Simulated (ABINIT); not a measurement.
Set up this calculation in ABINIT 10.8.3 (patched build), as the native input.

- Task: band structure
- Functional: rPW86PBE
- Potentials or basis: JTH PAW PBE v2.0
- Cutoff: 599 eV
- k mesh: 7 × 7 × 6
- Occupations: fermi-dirac, width 0.05 eV
- Spin: no spin polarisation
- Fine-grid cutoff: 1197.3 eV
- Exchange and correlation inside the PAW spheres: full angular mesh (pawxcdev 0, this build's default; the released program takes 1)

PbS:

```xyz
4
Lattice="2.0800 -5.9913 0.0000 2.0800 5.9913 0.0000 0.0000 0.0000 4.2793" Properties=species:S:1:pos:R:3 pbc="T T T"
Pb    2.0800    4.4268    1.0698
Pb    2.0800   -4.4268    3.2095
S     2.0800    1.7399    1.0698
S     2.0800   -1.7399    3.2095
```

Measurements of this composition are mostly on another form, of space group No. 225.

One way to write it, as run:

run.abi

```
# Datasets: ground state, then fixed potential
ndtset 2

# Pseudopotentials
pp_dirpath "./"
pseudos "Pb.GGA_PBE-JTH.xml, S.GGA_PBE-JTH.xml"

# Structure
acell 3*1.0
rprim
     3.9305409457   -11.3219102062     0.0000000000
     3.9305409457    11.3219102062     0.0000000000
     0.0000000000     0.0000000000     8.0867445760
ntypat 2
znucl 82 16
natom 4
typat 1 1 2 2
xred
     0.1305633500     0.8694366500     0.2500000000
     0.8694366500     0.1305633500     0.7500000000
     0.3547970900     0.6452029100     0.2500000000
     0.6452029100     0.3547970900     0.7500000000
chkprim 0
chksymtnons 0
tolsym 1.0e-6

# Plane-wave basis
ecut 22.0
pawecutdg 44.0

# Exchange and correlation
ixc -144130

# Bands and occupations
occopt 3
tsmear 0.05 eV

# SCF cycle
nstep 100

# Output
iomode 3
prtwf 0
prteig 0
prtebands 0
enunit 1
prtden1 1
prtvha1 1
prtvclmb1 1
prtpot1 1

# Dataset 1
kptopt1 1
ngkpt1 7 7 6
nshiftk1 1
shiftk1 0.0 0.0 0.0
nband1 24
tolvrs1 1.0e-9

# Dataset 2: bands along G-X-S-R-A-Z-G-Y-X1-A1-T-Y
iscf2 -2
getden2 1
nband2 30
nbdbuf2 4
tolwfr2 1.0e-11
kptopt2 -11
ndivsm2 5
prteig2 1
kptbounds2
     0.0000000000     0.0000000000     0.0000000000
     0.2801304242     0.2801304242     0.0000000000
     0.0000000000     0.5000000000     0.0000000000
     0.0000000000     0.5000000000     0.5000000000
     0.2801304242     0.2801304242     0.5000000000
     0.0000000000     0.0000000000     0.5000000000
     0.0000000000     0.0000000000     0.0000000000
    -0.5000000000     0.5000000000     0.0000000000
    -0.2801304242     0.7198695758     0.0000000000
    -0.2801304242     0.7198695758     0.5000000000
    -0.5000000000     0.5000000000     0.5000000000
    -0.5000000000     0.5000000000     0.0000000000
```

Potentials or basis: JTH PAW PBE v2.0.

The run is started by

```sh
$ abinit run.abi > log 2>&1
```

Results of the run:

```
Pressure                                              : 4.0 GPa
Largest force                                         : 0.297 eV/Å
Band gap on the k mesh                                : 1.25 eV, indirect (least direct gap 1.43 eV)
Band gap along the path                               : 1.11 eV, indirect (least direct gap 1.20 eV)
Valence electrons inside the program's atomic spheres : Pb 11.32; S 3.56
```

Caveat: the PAW data sets were made with another functional, which shifts forces and pressure a little; spin-orbit coupling is left out, which as a rule narrows the gap of such compounds by several tenths of an eV; the mesh misses the band edges, which the band path finds closer together.

Wall time 24 min on 1 thread of Arm Neoverse N1 (shared host), peak memory 0.37 GiB.
